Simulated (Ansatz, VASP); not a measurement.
## Two plane-wave programs on HfO2

File INCAR:

```
PREC = Accurate ; ENCUT = 520
EDIFF = 1E-7 ; ISMEAR = 0
SIGMA = 0.05 ; LREAL = False
LASPH = True ; NELM = 80
ALGO = Normal ; ISIF = 2
LWAVE = False ; LCHARG = True
GGA = PS ; LELF = True
LVHAR = True ; NBANDS = 18
```

The input KPOINTS:

```
regular mesh
0
Gamma
  8 8 8
```

File POSCAR:

```
HfO2
1.0
    0.1405728518      2.6597995866      2.6597995866
    2.6597995866      0.1405728518      2.6597995866
    2.6597995866      2.6597995866      0.1405728518
Hf O
1 2
Direct
    0.0000000000      0.0000000000      0.0000000000
    0.2500000000      0.2500000000      0.2500000000
    0.7500000000      0.7500000000      0.7500000000
```

Input for Ansatz:

```yaml
crystal:
  lattice:
    - [0.1405728518, 2.6597995866, 2.6597995866]
    - [2.6597995866, 0.1405728518, 2.6597995866]
    - [2.6597995866, 2.6597995866, 0.1405728518]
  atoms:
    - { symbol: Hf, position: [0.0, 0.0, 0.0] }
    - { symbol: O, position: [0.25, 0.25, 0.25] }
    - { symbol: O, position: [0.75, 0.75, 0.75] }
basis:
  ecutwfc: 520.0
kpoints:
  mp_grid: { grid: [8, 8, 8] }
hamiltonian:
  xc: pbesol
  pseudopotentials: { kind: paw, azcp: { folder: soft_1 } }
scf:
  occupations: { method: gaussian, width: 0.05 }
output:
  forces: true
  stress: true
  eigenvalues: true
```

Alike in both runs: task single point; functional PBEsol; k mesh 8 × 8 × 8; occupations gaussian, width 0.05 eV; no spin polarisation.

|  | VASP | Ansatz |
| --- | --- | --- |
| version | VASP 6.6.1 | Ansatz 0.2.0 |
| potentials or method | VASP PAW PBE potentials, release 64 (Hf_pv, O) | scalar-relativistic, plane waves, PAW |
| plane-wave cutoff (eV) | 520 | 520 |
| valence electrons in the cell | 22 | 38 |

VASP gave:

* gap on the k mesh at the Fermi level (eV): 3.57
* least direct gap on the mesh (eV): 3.57
* pressure (GPa): -18.9
* largest component of the traceless stress (GPa): 2.20
* rms of the force components (eV/Å): 0.073

Q: What did Ansatz give for the same quantities?

A: gap on the k mesh at the Fermi level (eV): 3.57; least direct gap on the mesh (eV): 3.57; pressure (GPa): -15.8; largest component of the traceless stress (GPa): 2.39; rms of the force components (eV/Å): 0.096.

Atom by atom the forces differ by 0.023 eV/Å (rms over components). The two sets of potentials don't hold the same shells in valence. Ansatz warned: «pseudo_functional_mismatch».

Caveats: so large a pressure means that the cell lies far from this level's equilibrium, or that cutoff or potentials fall short (VASP); the potentials were made for another functional, which shifts forces and pressure (VASP); spin-orbit coupling is left out, which moves the levels of the heavy elements. A k mesh can miss the band edges.
